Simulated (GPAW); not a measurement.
# Ni3 on Cu4 001: which magnetic order is lowest

A self-consistent run ends on one state, which hangs on the start. Several orders of Ni3 on Cu4 001 are started in GPAW and their energies compared.

Main program and level: GPAW 26.7.0; PBE; plane waves with GPAW's PAW setups, scalar-relativistic.

### 1. The starting structure

The cell holds 7 atoms: 4 Cu and 3 Ni. Cell: a = 2.556 Å, b = 2.556 Å, c = 22.491 Å, α = 90.0°, β = 90.0°, γ = 90.0°. ideal sites on the substrate's mesh, layer spacings from atomic volumes, unrelaxed, 12 A of vacuum. Vacuum lies along c.

### 2. Order 1, typed as ferro +++

Parallel moments need no larger cell; this start tests for a ferromagnetic state only.

The input, order1.py:

```python
import json
import numpy as np
from ase import Atoms
from ase.parallel import paropen, parprint
from gpaw import GPAW

atoms = Atoms(['Cu', 'Cu', 'Cu', 'Cu', 'Ni', 'Ni', 'Ni'],
    cell=[[2.556191, 0.0, 0.0],
         [0.0, 2.556191, 0.0],
         [0.0, 0.0, 22.491096]],
    scaled_positions=[[0.0, 0.0, 0.266772],
         [0.5, 0.5, 0.347067],
         [0.0, 0.0, 0.427361],
         [0.5, 0.5, 0.507655],
         [0.0, 0.0, 0.584887],
         [0.5, 0.5, 0.659058],
         [0.0, 0.0, 0.733228]],
    pbc=True,
    magmoms=[0.0, 0.0, 0.0, 0.0, 0.8, 0.8, 0.8])
atoms.calc = GPAW(mode={'name': 'pw', 'ecut': 450},
    xc='PBE',
    kpts={'size': (18, 18, 1), 'gamma': True},
    occupations={'name': 'fermi-dirac', 'width': 0.05},
    convergence={'density': 1e-05, 'energy': 1e-05},
    maxiter=200,
    mixer={'name': 'pulay', 'beta': 0.03, 'nmaxold': 8, 'weight': 100},
    symmetry={'tolerance': 1e-4},
    txt='order1.txt')
e = atoms.get_potential_energy(force_consistent=True)
res = {'free_energy': e, 'energy_sigma0': atoms.get_potential_energy(), 'fermi_energy': atoms.calc.get_fermi_level()}
res['moments'] = atoms.get_magnetic_moments().tolist()
res['total'] = atoms.get_magnetic_moment()
parprint('site moments (muB):', np.round(res['moments'], 3))
parprint(f"total moment: {res['total']:.3f} muB")
parprint(f'free energy: {e:.6f} eV')
atoms.calc.write('order1.gpw')
with paropen('results.json', 'w') as f:
    json.dump(res, f)
```

The run is started by

```
OMP_NUM_THREADS=1 mpirun -n 4 gpaw python order1.py > order1.log
```

Numbers of over 12 decimals in the logs are rounded to 6 here.

The log of the run:

```text
site moments (muB): [-0.002 -0.002 -0.006 -0.006  0.483  0.665  0.782]
total moment: 1.789 muB
free energy: -34.786703 eV

--- order1.txt ---
Input parameters:
  mode=PW(ecut=450),
  convergence={'density': 1e-05, 'energy': 1e-05},
  kpts=MonkhorstPack(size=(18, 18, 1), gamma=True),
  maxiter=200,
  mixer=Pulay(name='pulay', nmaxold=8, beta=0.03, weight=100, sigma=0.015, g_ss=None),
  occupations=Occupations(name='fermi-dirac', width=0.05),
  symmetry=Symmetry(tolerance=0.0001),
  xc=XC(name='PBE')

Diagonalizing LCAO Hamiltonian
Converting LCAO to pw mode
   .-----.
  /|     |
 * |     |
 | |     |
 | |     |
 | |     |
 | |     |
 | |     |
 | |     |
 Ni|     |
 | |     |
 | | Ni  |
 | |     |
 | |     |
 Ni|     |
 | | Cu  |
 | |     |
 | |     |
 Cu|     |
 | | Cu  |
 | |     |
 | |     |
 | |     |
 Cu|     |
 | |     |
 | |     |
 | |     |
 | |     |
 | .-----.
 |/     /
 *-----*

Atoms  # Å, Bohr magnetons
|   | symbol |        x |        y |         z |    initial magnetic moments |
|---|--------|----------|----------|-----------|-----------------------------|
| 0 |     Cu | 0.000000 | 0.000000 |  5.999995 | ( 0.0000,  0.0000,  0.0000) |
| 1 |     Cu | 1.278096 | 1.278096 |  7.805917 | ( 0.0000,  0.0000,  0.0000) |
| 2 |     Cu | 0.000000 | 0.000000 |  9.611817 | ( 0.0000,  0.0000,  0.0000) |
| 3 |     Cu | 1.278096 | 1.278096 | 11.417717 | ( 0.0000,  0.0000,  0.0000) |
| 4 |     Ni | 0.000000 | 0.000000 | 13.154750 | ( 0.0000,  0.0000,  0.8000) |
| 5 |     Ni | 1.278096 | 1.278096 | 14.822937 | ( 0.0000,  0.0000,  0.8000) |
| 6 |     Ni | 0.000000 | 0.000000 | 16.491101 | ( 0.0000,  0.0000,  0.8000) |

Unit cell  # Å
| periodic |        x |        y |         z |   lengths |    angles |
|----------|----------|----------|-----------|-----------|-----------|
|      yes | 2.556191 | 0.000000 |  0.000000 |  2.556191 | 90.000000 |
|      yes | 0.000000 | 2.556191 |  0.000000 |  2.556191 | 90.000000 |
|      yes | 0.000000 | 0.000000 | 22.491096 | 22.491096 | 90.000000 |

Number of symmetries: 8

BZ-sampling:
  Number of BZ points: 324
  Number of IBZ points: 55

  Monkhorst-Pack size: [18, 18, 1]
  Monkhorst-Pack shift: [0.027778, 0.027778, 0.0]

K-points  # in reciprocal-cell coordinates
|     |                                coordinates |     weight |
|-----|--------------------------------------------|------------|
|   0 | ( -0.00000000,  -0.00000000,   0.00000000) | 0.00308642 |
|   1 | (  0.05555556,  -0.00000000,   0.00000000) | 0.01234568 |
|   2 | (  0.05555556,   0.05555556,   0.00000000) | 0.01234568 |
|   3 | (  0.11111111,  -0.00000000,   0.00000000) | 0.01234568 |
|   4 | (  0.11111111,   0.05555556,   0.00000000) | 0.02469136 |
|   5 | (  0.11111111,   0.11111111,   0.00000000) | 0.01234568 |
|   6 | (  0.16666667,  -0.00000000,   0.00000000) | 0.01234568 |
|   7 | (  0.16666667,   0.05555556,   0.00000000) | 0.02469136 |
|   8 | (  0.16666667,   0.11111111,   0.00000000) | 0.02469136 |
|   9 | (  0.16666667,   0.16666667,   0.00000000) | 0.01234568 |
| ... |                                            |            |
|  54 | (  0.50000000,   0.50000000,   0.00000000) | 0.00308642 |

Plane wave coefficients: 3226
Cutoff: 450.000000 eV

Spin-components: 2 (collinear spins)
Bands:           61
Projectors:      42
Spin-degeneracy: 1
Datatype:        complex128

Parallelization:
  kpt:    4
  domain: 1
  band:   1

Density:
  Valence electrons: 92.0
  Components: 2
  Grid points: [ 14  14 112]
  Charge: 0.0  # |e|

Potential:
  Grid points: [ 14  14 112]

species:
  Cu:
    name:    Copper
    Z:       29.0
    valence: 11
    core:    18
    charge:  0.0  # [|e|]
    compensation charges:
      type: gauss
      rc: 0.33  # [Å]
      lmax: 2
    cutoffs:
      filter: 2.06  # [Å]
      core: 2.43  # [Å]
    projectors
    | kind |    occ | energy [eV] | rcut [Å] |
    |------|--------|-------------|----------|
    |   4s |  1.000 |      -4.609 |    1.164 |
    |   4p |  0.000 |      -0.698 |    1.164 |
    |   3d | 10.000 |      -5.039 |    1.058 |
    |    s |        |      22.603 |    1.164 |
    |    p |        |      26.513 |    1.164 |
    |    d |        |      22.172 |    1.058 |

    Using partial waves for Cu as LCAO basis

  Ni:
    name:    Nickel
    Z:       28.0
    valence: 16
    core:    12
    charge:  0.0  # [|e|]
    compensation charges:
      type: gauss
      rc: 0.36  # [Å]
      lmax: 2
    cutoffs:
      filter: 2.14  # [Å]
      core: 1.98  # [Å]
    projectors
    | kind |    occ | energy [eV] | rcut [Å] |
    |------|--------|-------------|----------|
    |   4s |  2.000 |      -5.642 |    1.164 |
    |   3p |  6.000 |     -71.394 |    1.207 |
    |   4p |  0.000 |      -1.226 |    1.207 |
    |   3d |  8.000 |      -8.875 |    1.138 |
    |    s |        |      21.570 |    1.164 |
    |    d |        |      18.337 |    1.138 |

    Using partial waves for Ni as LCAO basis

Reference energy: -304189.802706  # eV

eigensolver:
  PPCG
  Converge bands: occupied
  niter=2

density mixing:
  Pulay-Mixer
  Linear mixing parameters: 0.03
  Old densities: 8
  Fourier metric: weight=100, sigma=0.015

occupation numbers:
  Fermi-Dirac:
    width: 0.0500  # eV

poisson solver:
  ecut: 3600.000000  # eV

xc functional:
  name: PBE with 2 nearest neighbor stencil

convergence criteria:
- Maximum integral of absolute [dens]ity change: 1e-05 electrons / valence electron
- Maximum [total energy] change in last 3 cyles: 1e-05 eV / valence electron
- Maximum integral of absolute [eigenst]ate change: 4e-08 eV^2 / valence electron
maximum number of iterations: 200

SCF iterations
|iter     |      energy | eigst |  dens |  magmom |
|---------|-------------|-------|-------|---------|
|iter:   1|       0s |  -52.465049 | +0.43 |       |  +2.4022|
|iter:   2|      10s |  -69.331564 | -0.09 | -0.75 |  +2.3343|
|iter:   3|      19s |  -39.109649 | -0.81 | -0.69 |  +2.3360|
|iter:   4|      29s |  -36.851988 | -1.90 | -0.99 |  +2.3215|
|iter:   5|      38s |  -36.094434 | -2.31 | -1.16 |  +2.3004|
|iter:   6|      48s |  -35.097607 | -1.73 | -1.24 |  +2.2386|
|iter:   7|      57s |  -34.811759 | -2.02 | -1.45 |  +2.1933|
|iter:   8|      67s |  -34.753525 | -2.29 | -1.60 |  +2.1422|
|iter:   9|      77s |  -34.741339 | -3.01 | -1.63 |  +2.1262|
|iter:  10|      86s |  -34.737084 | -2.81 | -1.80 |  +2.0770|
[... 31 iterations left out ...]
|iter:  42|     388s |  -34.763842c| -7.69c| -4.49 |  +1.7889|
|iter:  43|     393s |  -34.763841c| -7.65c| -4.58 |  +1.7890|
|iter:  44|     397s |  -34.763842c| -7.97c| -4.68 |  +1.7889|
|iter:  45|     401s |  -34.763842c| -8.03c| -4.74 |  +1.7889|
|iter:  46|     406s |  -34.763841c| -8.06c| -4.80 |  +1.7889|
|iter:  47|     410s |  -34.763841c| -8.48c| -4.87 |  +1.7888|
|iter:  48|     415s |  -34.763841c| -8.86c| -4.92 |  +1.7888|
|iter:  49|     419s |  -34.763841c| -8.54c| -4.94 |  +1.7888|
|iter:  50|     424s |  -34.763841c| -8.13c| -4.98 |  +1.7887|
|iter:  51|     428s |  -34.763840c| -8.55c| -5.16c|  +1.7887|

Converged in 51 steps
Energy contributions relative to reference atoms: (reference = -304189.802706)

Energy contributions:
  Kinetic:         -32.544079
  Coulomb:          26.583164
  Zero:              0.871075
  External:          0.000000
  Xc:              -29.651139
  Entropy:          -0.045724
  Spinorbit:         0.000000
  ----------------------------
  Free energy:     -34.786703
  Extrapolated:    -34.763840

dipole moment: (-21.499041, -21.499041, -0.031102)  # |e|*Ang

Total magnetic moment: (0.000000, 0.000000, 1.788653)

Local magnetic moments
|        x |        y |         z |
|----------|----------|-----------|
| 0.000000 | 0.000000 | -0.001517 |  # Cu   0
| 0.000000 | 0.000000 | -0.001867 |  # Cu   1
| 0.000000 | 0.000000 | -0.006461 |  # Cu   2
| 0.000000 | 0.000000 | -0.006113 |  # Cu   3
| 0.000000 | 0.000000 |  0.482977 |  # Ni   4
| 0.000000 | 0.000000 |  0.665328 |  # Ni   5
| 0.000000 | 0.000000 |  0.782421 |  # Ni   6

Fermi level: 2.370
Eigenvalues  # (at kpt = [-0.000, -0.000, 0.000])
| band index |      eig [eV] | occ [0-1] |      eig [eV] | occ [0-1] |
|------------|---------------|-----------|---------------|-----------|
|          0 |       -61.753 |     1.000 |       -60.931 |     1.000 |
|        ... |               |           |               |           |
|         41 |         1.044 |     1.000 |         1.704 |     1.000 |
|         42 |         1.191 |     1.000 |         1.723 |     1.000 |
|         43 |         1.191 |     1.000 |         1.859 |     1.000 |
|         44 |         1.269 |     1.000 |         1.859 |     1.000 |
|         45 |         1.593 |     1.000 |         1.936 |     1.000 |
|         46 |         1.804 |     1.000 |         2.195 |     0.971 |
|         47 |         1.804 |     1.000 |         2.542 |     0.031 |
|         48 |         1.821 |     1.000 |         2.635 |     0.005 |
|         49 |         1.838 |     1.000 |         2.635 |     0.005 |
|         50 |         3.146 |     0.000 |         3.167 |     0.000 |
|         51 |         4.450 |     0.000 |         4.439 |     0.000 |
|         52 |         6.770 |     0.000 |         6.754 |     0.000 |
|         53 |         7.637 |     0.000 |         7.611 |     0.000 |
|         54 |         9.199 |     0.000 |         9.202 |     0.000 |
|         55 |        11.387 |     0.000 |        11.378 |     0.000 |
|        ... |               |           |               |           |
|         60 |        15.932 |     0.000 |        15.930 |     0.000 |

No gap
No difference between direct/indirect transitions
```

Run time: 7.4 min. Hardware: 4 MPI ranks of Arm Neoverse V1, shared host; peak memory 1.3 GiB.

Spin moment in the augmentation sphere by atom:

| atom | spin moment in the augmentation sphere (μB) |
| --- | --- |
| Cu1 | -0.002 |
| Cu2 | -0.002 |
| Cu3 | -0.006 |
| Cu4 | -0.006 |
| Ni5 | 0.483 |
| Ni6 | 0.665 |
| Ni7 | 0.782 |

This step gave:

- magnetization: 1.789 μB
- final state: ferromagnetic

After 51 cycles the largest moment stands at 0.782 μB.

### 3. Run 2 (ferri ++-)

Reversing part of the moments tests the sign of the couplings between them.

order2.py is the script of step 2 with these lines changed:

```diff
@@ -18,3 +18,3 @@
     pbc=True,
-    magmoms=[0.0, 0.0, 0.0, 0.0, 0.8, 0.8, 0.8])
+    magmoms=[0.0, 0.0, 0.0, 0.0, 0.8, 0.8, -0.8])
 atoms.calc = GPAW(mode={'name': 'pw', 'ecut': 450},
@@ -27,3 +27,3 @@
     symmetry={'tolerance': 1e-4},
-    txt='order1.txt')
+    txt='order2.txt')
 e = atoms.get_potential_energy(force_consistent=True)
@@ -35,3 +35,3 @@
 parprint(f'free energy: {e:.6f} eV')
-atoms.calc.write('order1.gpw')
+atoms.calc.write('order2.gpw')
 with paropen('results.json', 'w') as f:
```

The run is started by

```
OMP_NUM_THREADS=1 mpirun -n 4 gpaw python order2.py > order2.log
```

The log of the run:

```text
site moments (muB): [-0.    -0.    -0.003  0.001  0.364  0.166 -0.317]
total moment: 0.193 muB
free energy: -34.647194 eV

--- order2.txt ---
Input parameters:
  mode=PW(ecut=450),
  convergence={'density': 1e-05, 'energy': 1e-05},
  kpts=MonkhorstPack(size=(18, 18, 1), gamma=True),
  maxiter=200,
  mixer=Pulay(name='pulay', nmaxold=8, beta=0.03, weight=100, sigma=0.015, g_ss=None),
  occupations=Occupations(name='fermi-dirac', width=0.05),
  symmetry=Symmetry(tolerance=0.0001),
  xc=XC(name='PBE')

Diagonalizing LCAO Hamiltonian
Converting LCAO to pw mode
   .-----.
  /|     |
 * |     |
 | |     |
 | |     |
 | |     |
 | |     |
 | |     |
 | |     |
 Ni|     |
 | |     |
 | | Ni  |
 | |     |
 | |     |
 Ni|     |
 | | Cu  |
 | |     |
 | |     |
 Cu|     |
 | | Cu  |
 | |     |
 | |     |
 | |     |
 Cu|     |
 | |     |
 | |     |
 | |     |
 | |     |
 | .-----.
 |/     /
 *-----*

Atoms  # Å, Bohr magnetons
|   | symbol |        x |        y |         z |    initial magnetic moments |
|---|--------|----------|----------|-----------|-----------------------------|
| 0 |     Cu | 0.000000 | 0.000000 |  5.999995 | ( 0.0000,  0.0000,  0.0000) |
| 1 |     Cu | 1.278096 | 1.278096 |  7.805917 | ( 0.0000,  0.0000,  0.0000) |
| 2 |     Cu | 0.000000 | 0.000000 |  9.611817 | ( 0.0000,  0.0000,  0.0000) |
| 3 |     Cu | 1.278096 | 1.278096 | 11.417717 | ( 0.0000,  0.0000,  0.0000) |
| 4 |     Ni | 0.000000 | 0.000000 | 13.154750 | ( 0.0000,  0.0000,  0.8000) |
| 5 |     Ni | 1.278096 | 1.278096 | 14.822937 | ( 0.0000,  0.0000,  0.8000) |
| 6 |     Ni | 0.000000 | 0.000000 | 16.491101 | ( 0.0000,  0.0000, -0.8000) |

Unit cell  # Å
| periodic |        x |        y |         z |   lengths |    angles |
|----------|----------|----------|-----------|-----------|-----------|
|      yes | 2.556191 | 0.000000 |  0.000000 |  2.556191 | 90.000000 |
|      yes | 0.000000 | 2.556191 |  0.000000 |  2.556191 | 90.000000 |
|      yes | 0.000000 | 0.000000 | 22.491096 | 22.491096 | 90.000000 |

Number of symmetries: 8

BZ-sampling:
  Number of BZ points: 324
  Number of IBZ points: 55

  Monkhorst-Pack size: [18, 18, 1]
  Monkhorst-Pack shift: [0.027778, 0.027778, 0.0]

Plane wave coefficients: 3226
Cutoff: 450.000000 eV

Spin-components: 2 (collinear spins)
Bands:           60
Projectors:      42
Spin-degeneracy: 1
Datatype:        complex128

Parallelization:
  kpt:    4
  domain: 1
  band:   1

Density:
  Valence electrons: 92.0
  Components: 2
  Grid points: [ 14  14 112]
  Charge: 0.0  # |e|

Potential:
  Grid points: [ 14  14 112]

[... setups left out ...]
Reference energy: -304189.802706  # eV

eigensolver:
  PPCG
  Converge bands: occupied
  niter=2

density mixing:
  Pulay-Mixer
  Linear mixing parameters: 0.03
  Old densities: 8
  Fourier metric: weight=100, sigma=0.015

occupation numbers:
  Fermi-Dirac:
    width: 0.0500  # eV

poisson solver:
  ecut: 3600.000000  # eV

xc functional:
  name: PBE with 2 nearest neighbor stencil

convergence criteria:
- Maximum integral of absolute [dens]ity change: 1e-05 electrons / valence electron
- Maximum [total energy] change in last 3 cyles: 1e-05 eV / valence electron
- Maximum integral of absolute [eigenst]ate change: 4e-08 eV^2 / valence electron
maximum number of iterations: 200

SCF iterations
|iter     |      energy | eigst |  dens |  magmom |
|---------|-------------|-------|-------|---------|
|iter:   1|       0s |  -52.474727 | +0.43 |       |  +0.8007|
|iter:   2|      10s |  -69.222382 | -0.04 | -0.75 |  +0.7784|
|iter:   3|      19s |  -39.112283 | -0.77 | -0.69 |  +0.7698|
|iter:   4|      29s |  -36.804604 | -1.87 | -1.00 |  +0.7730|
|iter:   5|      38s |  -35.961282 | -2.23 | -1.15 |  +0.7891|
|iter:   6|      48s |  -34.979627 | -1.65 | -1.21 |  +0.7978|
|iter:   7|      58s |  -35.160389 | -1.80 | -1.37 |  +0.7390|
|iter:   8|      67s |  -34.705550 | -2.67 | -1.36 |  +0.7551|
|iter:   9|      77s |  -34.585967 | -2.31 | -1.51 |  +0.7636|
|iter:  10|      87s |  -34.580731 | -3.39 | -1.71 |  +0.7498|
[... 76 iterations left out ...]
|iter:  87|     741s |  -34.602834c| -8.24c| -4.64 |  +0.1943|
|iter:  88|     746s |  -34.602830c| -7.57c| -4.64 |  +0.1942|
|iter:  89|     750s |  -34.602827c| -7.94c| -4.65 |  +0.1940|
|iter:  90|     760s |  -34.602813c| -7.39 | -4.67 |  +0.1933|
|iter:  91|     764s |  -34.602810c| -7.87c| -4.85 |  +0.1934|
|iter:  92|     768s |  -34.602807c| -7.77c| -4.89 |  +0.1933|
|iter:  93|     772s |  -34.602806c| -8.44c| -4.92 |  +0.1932|
|iter:  94|     777s |  -34.602806c| -8.44c| -4.94 |  +0.1932|
|iter:  95|     781s |  -34.602807c| -7.95c| -5.00 |  +0.1933|
|iter:  96|     785s |  -34.602806c| -7.97c| -5.12c|  +0.1932|

Converged in 96 steps
Energy contributions relative to reference atoms: (reference = -304189.802706)

Energy contributions:
  Kinetic:         -32.889027
  Coulomb:          26.913944
  Zero:              0.871256
  External:          0.000000
  Xc:              -29.454590
  Entropy:          -0.088776
  Spinorbit:         0.000000
  ----------------------------
  Free energy:     -34.647194
  Extrapolated:    -34.602806

dipole moment: (-21.491768, -21.491768, -0.037205)  # |e|*Ang

Total magnetic moment: (0.000000, 0.000000, 0.193196)

Local magnetic moments
|        x |        y |         z |
|----------|----------|-----------|
| 0.000000 | 0.000000 | -0.000233 |  # Cu   0
| 0.000000 | 0.000000 | -0.000254 |  # Cu   1
| 0.000000 | 0.000000 | -0.003132 |  # Cu   2
| 0.000000 | 0.000000 |  0.000666 |  # Cu   3
| 0.000000 | 0.000000 |  0.364071 |  # Ni   4
| 0.000000 | 0.000000 |  0.166116 |  # Ni   5
| 0.000000 | 0.000000 | -0.316655 |  # Ni   6

Fermi level: 2.319
Eigenvalues  # (at kpt = [-0.000, -0.000, 0.000])
| band index |      eig [eV] | occ [0-1] |      eig [eV] | occ [0-1] |
|------------|---------------|-----------|---------------|-----------|
|          0 |       -61.362 |     1.000 |       -61.141 |     1.000 |
|        ... |               |           |               |           |
|         40 |         1.201 |     1.000 |         1.209 |     1.000 |
|         41 |         1.419 |     1.000 |         1.527 |     1.000 |
|         42 |         1.531 |     1.000 |         1.595 |     1.000 |
|         43 |         1.531 |     1.000 |         1.595 |     1.000 |
|         44 |         1.586 |     1.000 |         1.608 |     1.000 |
|         45 |         1.877 |     1.000 |         1.908 |     1.000 |
|         46 |         1.881 |     1.000 |         1.963 |     0.999 |
|         47 |         2.326 |     0.466 |         2.268 |     0.736 |
|         48 |         2.326 |     0.466 |         2.341 |     0.394 |
|         49 |         2.342 |     0.388 |         2.341 |     0.394 |
|         50 |         3.137 |     0.000 |         3.158 |     0.000 |
|         51 |         4.480 |     0.000 |         4.475 |     0.000 |
|         52 |         6.752 |     0.000 |         6.758 |     0.000 |
|         53 |         7.623 |     0.000 |         7.637 |     0.000 |
|         54 |         9.199 |     0.000 |         9.203 |     0.000 |
|        ... |               |           |               |           |
|         59 |        15.911 |     0.000 |        15.908 |     0.000 |

No gap
No difference between direct/indirect transitions
```

The job ended after 13 min (4 MPI ranks; peak memory 1.3 GiB; 53 min of CPU time).

Spin moment in the augmentation sphere by atom:

| atom | spin moment in the augmentation sphere (μB) |
| --- | --- |
| Cu1 | 0.000 |
| Cu2 | 0.000 |
| Cu3 | -0.003 |
| Cu4 | 0.001 |
| Ni5 | 0.364 |
| Ni6 | 0.166 |
| Ni7 | -0.317 |

Numbers from this step:

* magnetization: 0.1932 μB
* final state: ferrimagnetic

It lies 46.5 meV a seeded atom over the first start, and its largest moment is 0.364 μB against 0.782 μB.

### 4. Ranking

These are free energies at a smearing of 0.05 eV, so its entropy term is in the differences. They are divided by the number of seeded atoms, so that cells of unlike size compare.

Orders:

| start | final state | typed order kept | energy over the lowest (meV a seeded atom) | largest site moment (μB) | net moment (μB a primitive cell) | mesh matched | CPU time (s) |
| --- | --- | --- | --- | --- | --- | --- | --- |
| ferro +++ | ferromagnetic | yes | 0 | 0.7824 | 1.789 | yes | 1781 |
| ferri ++- | ferrimagnetic | yes | 46.5 | 0.3641 | 0.1932 | yes | 3204 |

### 5. Results

* lowest state found: ferromagnetic (typed ferro +++)
* largest site moment: 0.782 μB
* next state: ferrimagnetic, 46.5 meV a seeded atom higher

What this shows: The lowest state found is ferromagnetic, reached from the start ferro +++, with moments up to 0.782 μB. The next state costs 47 meV a seeded atom. This is the lowest of 2 finished starts, no proof of the ground state.

[Logs and program files are shortened in this print: banners, set-up blocks, solver, clock and traceback lines can be left out without a mark of their own.]

[Logs are printed without paths, hosts, clocks, repeated set-up lines and the standing remarks that a program may print on its own settings, such as how far it seeks lower states.]

[Hosts, paths, dates, database ids (printed as entryN), source tags and the programs' standing remarks are cut or masked in the printed files.]

[Where a cell is said to come from a database of computed structures, the database is the Materials Project.]
